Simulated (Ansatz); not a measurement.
**PtSe2 (Sudovikovite) under changes of volume**

One of the cells (20.265 Å³/atom); the others are scaled copies at fixed shape and fractional positions:

```
Pt Se
1.0
     3.72400    0.00000    0.00000
    -1.86200    3.22508    0.00000
     0.00000    0.00000    5.06200
Pt Se
1 2
Direct
  0.00000 0.00000 0.00000
  0.66667 0.33333 0.75000
  0.33333 0.66667 0.25000
```

| Property | Result |
| --- | --- |
| Program | Ansatz 0.2.0 |
| Functional | RPBE |
| Potentials or basis | Ansatz PAW |
| Cutoff | 420 eV (not typed: the program's choice for these potentials) |
| k mesh | 8 × 8 × 5 |
| Occupations | fermi-dirac, width 0.05 eV |
| Spin | no spin polarisation |

```tsv
volume (Å³/atom)	energy over the lowest point (meV/atom)	pressure (GPa)	largest force (eV/Å)
19.049	156.53	20.4	1.528
19.455	110.01	16.5	1.207
19.860	72.88	13.0	0.912
20.265	44.15	9.8	0.641
20.671	22.94	7.0	0.393
21.076	?	?	?
21.481	0.00	2.2	0.043
```

Problem. What does the run at 21.076 Å³/atom give?

Solution. Energy over the lowest point 8.45 meV/atom; pressure 4.5 GPa; largest force 0.166 eV/Å.

Worked out: A Birch-Murnaghan fit of order 3 (a polynomial in V^(-2/3)) to the other rows has its minimum at 21.93 Å³/atom, just outside them, with B0 = V·E''(V) = 103 GPa and B' = 4.8 at fixed shape and positions, which overstates the stiffness. It gives 8.44 meV/atom at 21.076 Å³/atom, against the run's 8.45, and -dE/dV = 4.5 GPa, against 4.5.

Energies are extrapolated to zero smearing.

Caveats: the PAW data sets come from PBE, with cores solved anew for the run's functional, which leaves a small shift of forces and pressure; forces of over 1 eV/Å show positions far from the minimum, so gaps and moduli don't describe the material at rest (some runs).
